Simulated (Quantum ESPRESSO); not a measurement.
Crystal: InP.

```
CELL_PARAMETERS angstrom
0.00000 2.93050 2.93050
2.93050 0.00000 2.93050
2.93050 2.93050 0.00000
ATOMIC_POSITIONS crystal
In 0.00000 0.00000 0.00000
P 0.75000 0.75000 0.75000
```

```yaml
Program: Quantum ESPRESSO 7.5
Task: single point
Functional: PBE
Potentials_or_basis: SSSP 1.3 efficiency PBE
Cutoff: 748 eV
Density_cutoff: 5987 eV
k_mesh: 8 × 8 × 8
Occupations: fermi-dirac, width 0.05 eV
Spin: no spin polarisation
```

On this cell: pressure 3.4 GPa; largest force zero by symmetry; band gap on the k mesh 0.72 eV, direct.

The same run follows on a disturbed copy (atoms moved at random, drawn with an rms of 0.05 Å):

```xyz
2
Lattice="0.0000 2.9305 2.9305 2.9305 0.0000 2.9305 2.9305 2.9305 0.0000" Properties=species:S:1:pos:R:3 pbc="T T T"
In   -0.0592   -0.0125   -0.0019
P     4.4281    4.4563    4.3997
```

**Question.** What does the disturbed cell give?

**Answer.** The energy moves by +29.3 meV/atom; pressure 3.7 GPa; largest force 1.026 eV/Å; band gap on the k mesh 0.54 eV, direct.

Forces on the atoms (eV/Å):
```
In   0.778  0.630  0.225
P   -0.778 -0.630 -0.225
```

Stress tensor (GPa, compression positive):
```
3.59 0.64 2.14
0.64 3.71 2.66
2.14 2.66 3.93
```

Caveats: spin-orbit coupling is left out, which moves the levels of the heavy elements.

